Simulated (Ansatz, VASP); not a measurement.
# SiC in VASP and in Ansatz

```
Si C
1.0
     0.00000    2.17400    2.17400
     2.17400    0.00000    2.17400
     2.17400    2.17400    0.00000
Si C
1 1
Direct
  0.95934 0.00000 0.00000
  0.75000 0.75000 0.75000
```

Change from the starting cell: all Si atoms moved +0.125 Å, as atom 1 towards its neighbour atom 1 (Si) at 3.075 Å.

Alike in both runs: task single point; functional PBE; k mesh 12 × 12 × 12; occupations gaussian, width 0.05 eV; no spin polarisation.

```csv
,VASP,Ansatz
version,VASP 6.6.1,Ansatz 0.2.0
potentials or method,"VASP PAW PBE potentials, release 64 (Si, C)","scalar-relativistic, plane waves, PAW"
plane-wave cutoff (eV),520,420
valence electrons in the cell,8,8
```

Ansatz gave:

```
gap on the k mesh at the Fermi level (eV)       : 0.76
least direct gap on the mesh (eV)               : 4.30
pressure (GPa)                                  : 6.7
largest component of the traceless stress (GPa) : 6.25
rms of the force components (eV/Å)              : 1.461
```

Estimate VASP's values.

gap on the k mesh at the Fermi level (eV): 0.76; least direct gap on the mesh (eV): 4.29; pressure (GPa): 6.7; largest component of the traceless stress (GPa): 6.24; rms of the force components (eV/Å): 1.460.

Atom by atom the forces differ by 0.001 eV/Å (rms over components).

Caveats: forces of over 1 eV/Å show positions far from the minimum, so gaps and moduli don't describe the material at rest. A k mesh can miss the band edges.
